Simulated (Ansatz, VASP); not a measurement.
This is a calculation of Re (Rhenium) for VASP 6.6.1. 

File INCAR:

```
ALGO = Fast ; EDIFF = 1E-6
ENCUT = 520 ; GGA = PE
ISIF = 2 ; ISMEAR = 0
LASPH = T ; LCHARG = T
LELF = T ; LREAL = F
LVHAR = T ; LWAVE = F
NBANDS = 14 ; NELM = 60
PREC = Accurate ; SIGMA = 0.02
```

Contents of KPOINTS:

```
k-points
0
Gamma
  11 11 6
```

File POSCAR:

```
Re
2.7608
    1.000000000000      0.000000000000      0.000000000000
   -0.500000000000      0.866025403796      0.000000000000
    0.000000000000      0.000000000000      1.614821790785
Re
2
Direct
    0.6666666667      0.3333333333      0.7500000000
    0.3333333333      0.6666666667      0.2500000000
```

Potentials or basis: VASP PAW PBE potentials, release 64 (Re).

The run is started by

```sh
$ cat potpaw_PBE.64/Re/POTCAR > POTCAR
$ mpirun -np 1 vasp_std > vasp.out
```

**Question.** Translate it to Ansatz 0.2.0. Potentials or basis there: all-electron LAPW, scalar-relativistic.

**Answer.** As run (cutoffs and basis follow the program's own potentials, and thresholds, step limits or extra output files can differ):

The input input.yaml:

```yaml
crystal:
  lattice:
    - [2.7608, 0.0, 0.0]
    - [-1.3804, 2.3909229348, 0.0]
    - [0.0, 0.0, 4.4582]
  atoms:
    - { symbol: Re, position: [0.6666666667, 0.3333333333, 0.75] }
    - { symbol: Re, position: [0.3333333333, 0.6666666667, 0.25] }
kpoints:
  mp_grid: { grid: [11, 11, 6] }
scf:
  occupations: { method: gaussian, width: 0.02 }
hamiltonian:
  xc: pbe
  pseudopotentials: { kind: all_electron, lapw: { basis_error: 0.001 } }
output:
  forces: true
  stress: true
  eigenvalues: true
```

Potentials or basis: all-electron LAPW, scalar-relativistic.

Command:

```console
$ ansatz run input.yaml --threads 1 --pin off --max-ram 3072MiB --backend cpu --events-out ev --progress --plain --runs-dir out
```

Both were run:

|  | VASP | Ansatz |
| --- | --- | --- |
| Pressure | 5.5 GPa | 5.9 GPa |

Where Ansatz's input types no cutoff or centring, it takes its own default and a Γ-centred mesh.

Pressure is positive in compression.
